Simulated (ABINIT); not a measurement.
# WS2 in ABINIT: a series of runs

Runs on WS2. Level: LDA. Tasks: single point, relaxation of cell and atoms.

All numbers are computed with ABINIT 10.8.3 (patched build); they aren't measurements. Logs are shortened: lines on timing, memory, paths and dates and some standing lists are left out, and cuts for length are marked. The log counts tension as positive stress, the text compression.

## 1. The slab as given

The cell holds a slab with vacuum, 3 atoms: a = 3.184 Å, b = 3.184 Å, c = 16.951 Å, α = 90.00°, β = 90.00°, γ = 120.00°.

## 2. Single point, LDA

The input, run.abi:

```
# Pseudopotentials
pp_dirpath "./"
pseudos "W.upf, S.upf"

# Structure
acell 3*1.0 Angstrom
rprim
     3.1835163552     0.0000000000     0.0000000000
    -1.5917581776     2.7570060369     0.0000000000
     0.0000000000     0.0000000000    16.9505778900
ntypat 2
znucl 74 16
natom 3
typat 1 2 2
xcart
     0.0000000000     0.0000000000     0.0000000000
    -0.0000000002     1.8380040247     1.5594618107
    -0.0000000002     1.8380040247    15.3911160793 Angstrom

# Plane-wave basis
ecut 816.341587 eV

# k points
kptopt 1
ngkpt 8 8 2
nshiftk 1
shiftk 0.0 0.0 0.0

# Exchange and correlation
ixc 7

# Bands and occupations
nband 17
occopt 3
tsmear 0.00183747

# SCF cycle
nstep 100
tolvrs 1.0e-10

# Output
iomode 3
prtwf 0
prtden 0
prteig 0
prtebands 0
prtvol 2
```

Potentials or basis: PseudoDojo NC SR LDA v0.4.1 standard.

Launch:

```bash
mpirun --bind-to none -np 4 abinit run.abi > log 2>&1
```

run.abo:

```text
.Version 10.8.3 of ABINIT
 Symmetries : space group P-6 m 2 (#187); Bravais hP (primitive hexag.)
================================================================================
 Values of the parameters that define the memory need of the present run
     intxc =       0    ionmov =       0      iscf =       7    lmnmax =       8
     lnmax =       8     mgfft =     160  mpssoang =       4    mqgrid =    7898
     natom =       3  nloc_mem =       1    nspden =       1   nspinor =       1
    nsppol =       1      nsym =      12    n1xccc =    2501    ntypat =       2
    occopt =       3   xclevel =       1
       mpw =        7931          nfft =      144000          nkpt =          20
================================================================================
================================================================================

--------------------------------------------------------------------------------
------------- Echo of variables that govern the present computation ------------
--------------------------------------------------------------------------------
 -outvars: echo values of preprocessed input variables --------
            acell      1.8897261259E+00  1.8897261259E+00  1.8897261259E+00 Bohr
              amu      1.83850000E+02  3.20660000E+01
             ecut      3.00000000E+01 Hartree
              ixc           7
         kptrlatt        8    0    0      0    8    0      0    0    2
          kptrlen      4.81277922E+01
            natom           3
            nband          17
            ngfft          30      30     160
             nkpt          20
            nstep         100
             nsym          12
           ntypat           2
           occopt           3
           prtden           0
        prtebands           0
           prteig           0
           prtvol           2
            prtwf           0
            rprim      3.1835163552E+00  0.0000000000E+00  0.0000000000E+00
                      -1.5917581776E+00  2.7570060369E+00  0.0000000000E+00
                       0.0000000000E+00  0.0000000000E+00  1.6950577890E+01
          spgroup         187
           tolvrs      1.00000000E-10
           tsmear      1.83747000E-03 Hartree
            typat      1  2  2
           xangst      0.0000000000E+00  0.0000000000E+00  0.0000000000E+00
                       1.9427077153E-17  1.8380040246E+00  1.5594618107E+00
                       1.9427077153E-17  1.8380040246E+00  1.5391116079E+01
            xcart      0.0000000000E+00  0.0000000000E+00  0.0000000000E+00
                       3.6711855247E-17  3.4733242248E+00  2.9469557260E+00
                       3.6711855247E-17  3.4733242248E+00  2.9084994162E+01
             xred      0.0000000000E+00  0.0000000000E+00  0.0000000000E+00
                       3.3333333333E-01  6.6666666667E-01  9.2000510001E-02
                       3.3333333333E-01  6.6666666667E-01  9.0799949000E-01
            znucl       74.00000   16.00000

================================================================================

 chkinp: Checking input parameters for consistency.

================================================================================
== DATASET  1 ==================================================================

--- !DatasetInfo
iteration_state: {dtset: 1, }
dimensions: {natom: 3, nkpt: 20, mband: 17, nsppol: 1, nspinor: 1, nspden: 1, mpw: 7931, }
cutoff_energies: {ecut:  30.0, pawecutdg:  -1.0, }
electrons: {nelect:   2.60000000E+01, charge:   0.00000000E+00, occopt:   3.00000000E+00, tsmear:   1.83747000E-03, }
meta: {optdriver: 0, ionmov: 0, optcell: 0, iscf: 7, paral_kgb: 0, }
...

 Exchange-correlation functional for the present dataset will be:
  LDA: Perdew-Wang 92 LSD fit to Ceperley-Alder data - ixc=7
  J.P.Perdew and Y.Wang, PRB 45, 13244 (1992)

 Real(R)+Recip(G) space primitive vectors, cartesian coordinates (Bohr,Bohr^-1):
 R(1)=  6.0159740  0.0000000  0.0000000  G(1)=  0.1662241  0.0959695  0.0000000
 R(2)= -3.0079870  5.2099863  0.0000000  G(2)=  0.0000000  0.1919391  0.0000000
 R(3)=  0.0000000  0.0000000 32.0319499  G(3)=  0.0000000  0.0000000  0.0312188
 Unit cell volume ucvol=  1.0039820E+03 bohr^3
 Angles (23,13,12)=  9.00000000E+01  9.00000000E+01  1.20000000E+02 degrees

 getcut: wavevector=  0.0000  0.0000  0.0000  ngfft=  30  30 160
         ecut(hartree)=     30.000   => boxcut(ratio)=   2.02400

--- Pseudopotential description ------------------------------------------------
- pspini: atom type   1  psp file is ./W.upf
12 -1012 3 -1 1380                            pspcod,pspxc,lmax,lloc,mmax
[... 74 lines left out ...]
force_length_stats: {min:   1.10255756E-27, max:   8.38390504E-03, mean:   5.58927003E-03, }
...

 Integrated electronic density in atomic spheres:
 ------------------------------------------------
 Atom  Sphere_radius  Integrated_density
    1        2.00000         10.13865778
    2        2.00000          3.95831170
    3        2.00000          3.95831170
================================================================================

 ----iterations are completed or convergence reached----

 Mean square residual over all n,k,spin=   19.016E-09; max=  62.546E-07
   0.0000  0.0000  0.0000    1  4.27220E-18 kpt; spin; max resid(k); each band:
  1.71E-19 3.58E-20 2.22E-20 2.22E-20 1.62E-18 3.41E-18 2.38E-18 1.71E-19
  1.71E-19 4.27E-18 1.49E-19 1.48E-19 3.33E-18 1.81E-18 1.78E-18 9.38E-19
  1.05E-18
   0.1250  0.0000  0.0000    1  7.38381E-18 kpt; spin; max resid(k); each band:
  1.80E-19 4.14E-20 2.36E-20 2.27E-20 1.82E-18 3.44E-18 2.58E-18 2.14E-19
  2.61E-18 1.61E-19 1.34E-19 2.91E-18 2.64E-18 7.38E-18 5.49E-18 3.25E-19
  8.26E-19
   0.2500  0.0000  0.0000    1  5.01842E-18 kpt; spin; max resid(k); each band:
  1.77E-19 2.61E-20 4.84E-20 2.44E-20 1.86E-18 3.27E-18 2.05E-18 9.61E-19
  1.57E-18 9.77E-20 1.28E-19 2.79E-18 8.38E-19 5.02E-18 2.31E-19 4.80E-18
  1.14E-18
   0.3750  0.0000  0.0000    1  6.06404E-15 kpt; spin; max resid(k); each band:
  1.62E-19 3.34E-20 5.09E-20 2.69E-20 1.67E-18 2.83E-18 6.47E-19 9.76E-19
  1.57E-18 7.94E-20 2.17E-18 1.37E-19 9.63E-19 2.29E-19 7.17E-18 6.53E-18
  6.06E-15
   0.5000  0.0000  0.0000    1  6.25463E-06 kpt; spin; max resid(k); each band:
[... 48 lines left out ...]
  1.87E-19 2.96E-20 5.11E-20 2.43E-20 1.85E-18 3.05E-18 8.66E-19 1.81E-18
  7.84E-19 1.15E-18 3.11E-19 2.15E-18 4.80E-19 2.88E-18 2.20E-18 3.38E-18
  1.77E-17
   0.3750  0.1250  0.5000    1  6.37531E-13 kpt; spin; max resid(k); each band:
  1.89E-19 3.67E-20 2.64E-20 5.36E-20 1.68E-18 2.64E-18 5.65E-19 7.20E-19
  1.27E-18 7.62E-19 6.88E-19 1.87E-18 7.52E-19 5.11E-18 4.14E-18 2.25E-16
  6.38E-13
   0.2500  0.2500  0.5000    1  2.72510E-15 kpt; spin; max resid(k); each band:
  2.15E-19 3.22E-20 2.67E-20 5.52E-20 1.83E-18 2.81E-18 5.14E-19 4.11E-19
  1.54E-18 1.11E-18 4.58E-19 1.70E-18 3.16E-19 3.63E-18 2.50E-18 1.99E-18
  2.73E-15
   0.3750  0.2500  0.5000    1  6.69907E-11 kpt; spin; max resid(k); each band:
  2.21E-19 3.12E-20 3.15E-20 5.85E-20 1.94E-18 2.66E-18 4.44E-19 4.14E-19
  9.70E-19 1.17E-18 6.22E-19 1.68E-18 3.99E-19 7.44E-19 1.83E-18 2.72E-17
  6.70E-11
 reduced coordinates (array xred) for    3 atoms
       0.000000000000      0.000000000000      0.000000000000
       0.333333333333      0.666666666667      0.092000510001
       0.333333333333      0.666666666667      0.907999489999
 rms dE/dt=  1.2660E-01; max dE/dt=  2.6855E-01; dE/dt below (all hartree)
    1      -0.000000000000      0.000000000000      0.000000000000
    2       0.000000000000      0.000000000000      0.268552826094
    3       0.000000000000      0.000000000000     -0.268552826094

 cartesian coordinates (angstrom) at end:
    1      0.00000000000000     0.00000000000000     0.00000000000000
    2      0.00000000000000     1.83800402460000     1.55946181070000
    3      0.00000000000000     1.83800402460000    15.39111607930000

 cartesian forces (hartree/bohr) at end:
    1      0.00000000000000     0.00000000000000    -0.00000000000000
    2     -0.00000000000000    -0.00000000000000    -0.00838390503961
    3     -0.00000000000000    -0.00000000000000     0.00838390503961
 frms,max,avg= 3.9522107E-03 8.3839050E-03   0.000E+00  0.000E+00  0.000E+00 h/b

 cartesian forces (eV/Angstrom) at end:
    1      0.00000000000000     0.00000000000000    -0.00000000000000
    2     -0.00000000000000    -0.00000000000000    -0.43111773095447
    3     -0.00000000000000    -0.00000000000000     0.43111773095447
 frms,max,avg= 2.0323085E-01 4.3111773E-01   0.000E+00  0.000E+00  0.000E+00 e/A
 length scales=  1.889726125908  1.889726125908  1.889726125908 bohr
              =  1.000000000000  1.000000000000  1.000000000000 angstroms
 Fermi (or HOMO) energy (hartree) =   0.00866   Average Vxc (hartree)=  -0.17356
 Eigenvalues (hartree) for nkpt=  20  k points:
 kpt#   1, nband= 17, wtk=  0.00781, kpt=  0.0000  0.0000  0.0000 (reduced coord)
  -2.74610   -1.43174   -1.42585   -1.42585   -0.56749   -0.50550   -0.25941   -0.13323
  -0.13323   -0.10240   -0.08737   -0.08737   -0.02745    0.07891    0.07891    0.08624
   0.08624
      occupation numbers for kpt#   1
   2.00000    2.00000    2.00000    2.00000    2.00000    2.00000    2.00000    2.00000
   2.00000    2.00000    2.00000    2.00000    2.00000    0.00000    0.00000    0.00000
   0.00000
 kpt#   2, nband= 17, wtk=  0.04688, kpt=  0.1250  0.0000  0.0000 (reduced coord)
  -2.74601   -1.43141   -1.42769   -1.42628   -0.55810   -0.50215   -0.24843   -0.15557
  -0.13060   -0.12404   -0.10102   -0.07543   -0.03324    0.06703    0.07320    0.07829
   0.09529
      occupation numbers for kpt#   2
   2.00000    2.00000    2.00000    2.00000    2.00000    2.00000    2.00000    2.00000
   2.00000    2.00000    2.00000    2.00000    2.00000    0.00000    0.00000    0.00000
   0.00000
 kpt#   3, nband= 17, wtk=  0.04688, kpt=  0.2500  0.0000  0.0000 (reduced coord)
[... 128 lines left out ...]
  -2.74549   -1.43585   -1.43108   -1.42947   -0.48999   -0.47776   -0.23681   -0.22049
  -0.17735   -0.15587   -0.14813   -0.09436   -0.04956    0.06223    0.09192    0.09782
   0.16014
      occupation numbers for kpt#  19
   2.00000    2.00000    2.00000    2.00000    2.00000    2.00000    2.00000    2.00000
   2.00000    2.00000    2.00000    2.00000    2.00000    0.00000    0.00000    0.00000
   0.00000
 kpt#  20, nband= 17, wtk=  0.04688, kpt=  0.3750  0.2500  0.5000 (reduced coord)
  -2.74543   -1.43599   -1.43250   -1.42923   -0.47926   -0.47369   -0.23534   -0.23463
  -0.18384   -0.15928   -0.14814   -0.10741   -0.03424    0.04782    0.09935    0.11491
   0.16753
      occupation numbers for kpt#  20
   2.00000    2.00000    2.00000    2.00000    2.00000    2.00000    2.00000    2.00000
   2.00000    2.00000    2.00000    2.00000    2.00000    0.00000    0.00000    0.00000
   0.00000
 Total charge density [el/Bohr^3]
)     Maximum=    8.4700E-01  at reduced coord.    0.9333    0.8333    0.0000
)Next maximum=    8.4700E-01  at reduced coord.    0.9000    0.8333    0.0000
)     Minimum=    0.0000E+00  at reduced coord.    0.0000    0.0000    0.4375
)Next minimum=    0.0000E+00  at reduced coord.    0.0333    0.0000    0.4375
   Integrated=    2.6000E+01

--- !EnergyTerms
iteration_state     : {dtset: 1, }
comment             : Components of total free energy in Hartree
kinetic             :  2.80938546869980E+01
hartree             :  2.16351969050952E+02
xc                  : -2.28203497356468E+01
Ewald energy        :  1.40856069216412E+02
psp_core            :  7.39848335986339E-01
local_psp           : -4.77123300104370E+02
non_local_psp       :  1.57641424985164E+01
internal            : -9.81377660511518E+01
'-kT*entropy'       : -1.04757270319294E-11
total_energy        : -9.81377660511622E+01
total_energy_eV     : -2.67046465733590E+03
band_energy         : -1.80993463871865E+01
...

 Cartesian components of stress tensor (hartree/bohr^3)
  sigma(1 1)=  8.77135711E-05  sigma(3 2)=  0.00000000E+00
  sigma(2 2)=  8.77135711E-05  sigma(3 1)=  0.00000000E+00
  sigma(3 3)=  5.11352014E-05  sigma(2 1)=  0.00000000E+00

-Cartesian components of stress tensor (GPa)         [Pressure= -2.2219E+00 GPa]
- sigma(1 1)=  2.58062236E+00  sigma(3 2)=  0.00000000E+00
- sigma(2 2)=  2.58062236E+00  sigma(3 1)=  0.00000000E+00
- sigma(3 3)=  1.50444957E+00  sigma(2 1)=  0.00000000E+00

== END DATASET(S) ==============================================================
================================================================================

 -outvars: echo values of variables after computation  --------
            acell      1.8897261259E+00  1.8897261259E+00  1.8897261259E+00 Bohr
           etotal     -9.8137766051E+01
            fcart      9.5484285371E-28  5.5127877864E-28 -0.0000000000E+00
                      -4.7742142686E-28 -2.7563938932E-28 -8.3839050396E-03
                      -4.7742142686E-28 -2.7563938932E-28  8.3839050396E-03
            rprim      3.1835163552E+00  0.0000000000E+00  0.0000000000E+00
                      -1.5917581776E+00  2.7570060369E+00  0.0000000000E+00
                       0.0000000000E+00  0.0000000000E+00  1.6950577890E+01
           strten      8.7713571091E-05  8.7713571131E-05  5.1135201385E-05
                       0.0000000000E+00  0.0000000000E+00  0.0000000000E+00
           xangst      0.0000000000E+00  0.0000000000E+00  0.0000000000E+00
                       1.9427077153E-17  1.8380040246E+00  1.5594618107E+00
                       1.9427077153E-17  1.8380040246E+00  1.5391116079E+01
             xred      0.0000000000E+00  0.0000000000E+00  0.0000000000E+00
                       3.3333333333E-01  6.6666666667E-01  9.2000510001E-02
                       3.3333333333E-01  6.6666666667E-01  9.0799949000E-01
 Calculation completed.
```

Run time: 76 s. Hardware: 4 MPI ranks of Arm Neoverse N1, shared host; peak memory 0.4 GiB.

What came out:

```
Free energy                                           : -2670.4647 eV
Largest force                                         : 0.431 eV/Å
Band gap on the k mesh                                : 2.05 eV, indirect (least direct gap 2.23 eV)
Valence electrons inside the program's atomic spheres : W 10.14; S 3.96
```

Forces in eV/Å, atoms in the order of the input:
```
W    0.000  0.000  0.000
S    0.000  0.000 -0.431
S    0.000  0.000  0.431
```

Caveat: spin-orbit coupling is left out, which moves the levels of the heavy elements. As with any semilocal functional, this LDA gap is likely too small.

## 3. Relaxation of cell and atoms, LDA

The input, run.abi:

```
pp_dirpath "./"
pseudos "W.hgh, S.hgh"

acell 3.1835163552 3.1835163551 16.95057789 Angstrom
rprim
     1.0000000000     0.0000000000     0.0000000000
    -0.5000000000     0.8660254038     0.0000000000
     0.0000000000     0.0000000000     1.0000000000
ntypat 2
znucl 74 16
natom 3
typat 1 2 2
chkprim 0
chksymtnons 0
tolsym 1.0e-6
xred
            0.0            0.0            0.0
            1/3            2/3   0.0920005100
            1/3            2/3   0.9079994900

ecut 761.918815 eV
ecutsm 0.5

kptopt 1
ngkpt 8 8 2
nshiftk 1
shiftk 0.0 0.0 0.0

ixc 7

nband 13
occopt 3
tsmear 0.00183747

nstep 80
tolvrs 1.0e-12

iomode 3
prteig 0
prtebands 0
prtwf 0
prtden 0

ionmov 2
optcell 2
ntime 50
tolmxf 2.0e-5
dilatmx 1.08
```

Potentials or basis: HGH LDA.

Launch:

```bash
mpirun --bind-to none -np 4 abinit run.abi > log 2>&1
```

Run time: 11 min. Hardware: 4 MPI ranks of Intel Xeon at 2.50GHz (Skylake/Cascade Lake), shared host; peak memory 0.44 GiB.

Results (log left out):

```yaml
Free_energy: -771.7073 eV
Relaxed_volume: 47.93 Å³/atom
Relaxed_cell: a = 3.130 Å, b = 3.130 Å, c = 16.952 Å, α = 90.00°, β = 90.00°, γ = 120.00°
Space_group_after_relaxing_to_0.05_Å: P-6m2 (No. 187)
Energy_gained_by_relaxing: 11.8 meV/atom
Ionic_steps: 6
Band_gap_on_the_k_mesh: 2.36 eV, indirect (least direct gap 2.44 eV)
```

Step by step:
| step | energy change (eV) | largest force (eV/Å) | pressure (GPa) | volume (Å³) |
| --- | --- | --- | --- | --- |
| 1 | 0.0000 | 0.3627 | -1.88 | 148.77 |
| 2 | -0.0117 | 0.2047 | -1.44 | 147.92 |
| 3 | -0.0275 | 0.2335 | -0.08 | 145.29 |
| 4 | -0.0295 | 0.2125 | -0.03 | 145.03 |
| 5 | -0.0355 | 0.0037 | 0.02 | 143.74 |
| 6 | -0.0355 | 0.0001 | 0.00 | 143.79 |

Final structure:
```
W S
1.0
     3.12957    0.00000    0.00000
    -1.56478    2.71028    0.00000
     0.00000    0.00000   16.95241
W S
1 2
Direct
  0.00000 0.00000 0.00000
  0.33333 0.66667 0.09203
  0.33333 0.66667 0.90797
```

Caveat: spin-orbit coupling is left out, which moves the levels of the heavy elements; HGH potentials are hard and often keep d shells in the core, so these values are rough.

[end of part 1 of 2]
